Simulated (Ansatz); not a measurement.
The calculation used Ansatz, DFT PBE, scalar-relativistic, plane waves, PAW. Settings: cutoff 420 eV, Γ-centred meshes spaced at most about 0.3 Å⁻¹, and about 0.25 Å⁻¹ or finer for metals (2π included), Gaussian smearing. No spin polarisation.

These are static total energies at zero pressure.

Two relaxed structures of In3GaP2:

A.

```xyz
6
Lattice="9.1765 0.0000 0.0000 -4.5883 7.9471 0.0000 0.0000 0.0000 2.7976" Properties=species:S:1:pos:R:3 pbc="T T T"
In    4.5883    0.0000    0.0000
In   -2.2941    3.9736    0.0000
In    2.2941    3.9736    0.0000
Ga    0.0000    0.0000    0.0000
P     0.0000    5.2981    0.0000
P     4.5883    2.6490    0.0000
```

B.

```xyz
6
Lattice="6.8820 0.0000 0.0000 -3.4410 5.9599 0.0000 0.0000 0.0000 3.8207" Properties=species:S:1:pos:R:3 pbc="T T T"
In   -1.7205    2.9800    1.9104
In    1.7205    2.9800    1.9104
In    3.4410    0.0000    1.9104
Ga    0.0000    0.0000    0.0000
P     0.0000    3.9733    0.0000
P     3.4410    1.9866    0.0000
```

**Question.** Which would you expect to be lower, and how large is the difference?

**Answer.** B is lower, by 292 meV/atom. A has space group P6/mmm (No. 191), 34.0 Å³/atom and no gap on its mesh; B has space group P6/mmm (No. 191), 26.1 Å³/atom and no gap. Counting P atoms around Ga and In (those within 1.25 times the shortest such distance or 1.15 times the sum of covalent radii; a plus sign parts nearer from farther groups; the shortest distance is added where it is long for a bond), A has In 2, Ga 6+12 from 5.3 Å and B has In 4, Ga 6 from 4.0 Å. The denser one is the lower, and pressure would at first widen the difference. Even the lower one lies +0.26 eV/atom against the reference forms of the elements (uncorrected), so neither is stable at this level. In A, In has 2 P at 2.65 Å and 2 In at 2.80 Å; around Ga lie 2 Ga at 2.80 Å; P is surrounded by 3 In at 2.65 Å and 2 P at 2.80 Å. In B, around In lie 4 P at 2.76 Å, 4 In at 3.44 Å, 2 In at 3.82 Å and 4 Ga at 3.94 Å; Ga has 2 Ga at 3.82 Å, 12 In at 3.94 Å and 6 P at 3.97 Å (long contacts); around P lie 6 In at 2.76 Å, 5 P at 3.82–3.97 Å and 3 Ga at 3.97 Å. Both come from invented guesses. The lowest form computed isn't among them: it has space group P-4m2 (No. 115), 26.2 Å³/atom and lies 165 meV/atom below the best shown.

Cells relaxed within their symmetry can be saddle points. Some types were kept out of the candidates beforehand, so the set may lack a known form.
